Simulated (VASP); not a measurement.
Input of a VASP 6.6.1 run:

File INCAR:

```
SYSTEM = In3Pd5
PREC = Accurate
ENCUT = 520
EDIFF = 1E-7
ISMEAR = -1
SIGMA = 0.05
LREAL = Auto
LASPH = .TRUE.
NELM = 60
ALGO = Fast
ISIF = 2
LWAVE = .FALSE.
LCHARG = .FALSE.
GGA = PE
NBANDS = 103
```

KPOINTS

```
Automatic mesh
0
G
  2 3 2
  0 0 0
```

File POSCAR:

```
In3Pd5
1.0
    6.6582020000      0.0480780000     -0.3021270000
    1.1876820000      6.2221890000      0.1398230000
   -0.5480700000     -0.8885560000      6.6897370000
Pd In
10 6
Direct
    0.5448994111      0.2699607906      0.4204279027
    0.8490168596      0.7362463502      0.9570516365
    0.5411243022      0.0220575775      0.0828676980
    0.7702418448      0.3322215162      0.1573910378
    0.1669996975      0.2372649390      0.7597971373
    0.2157475591      0.8046036691      0.8807636330
    0.2542814054      0.5282365838      0.5826117909
    0.5379213950      0.8281292760      0.6896245783
    0.5341553232      0.5187443583      0.8884364741
    0.8309589200      0.4396867097      0.6055236268
    0.9199651551      0.7966069094      0.6028509558
    0.0622574195      0.5496276672      0.2339452295
    0.2981009723      0.0069480123      0.4376257035
    0.9180747188      0.9669294874      0.2859957243
    0.1521946951      0.1542010978      0.1041708017
    0.7328848386      0.1504014783      0.7988129745
```

Potentials or basis: VASP PAW PBE potentials, release 64 (Pd, In_d).

The run is started by

```bash
$ cat potpaw_PBE.64/Pd/POTCAR potpaw_PBE.64/In_d/POTCAR > POTCAR
$ mpirun -np 1 vasp_std > vasp.out
```

(1) Estimate the pressure.

(2) What does it give for the band gap on the k mesh?

(3) Estimate the largest force.

Answers

(1) 29.6 GPa.

(2) none (metal or under the smearing width).

(3) 3.014 eV/Å.

Caveat: the k mesh is coarse (spacing up to 0.48 Å⁻¹), so the values aren't converged; a pressure of tens of GPa on the cell as given is suspect, and the run, the potentials or the cell itself is likely at fault.
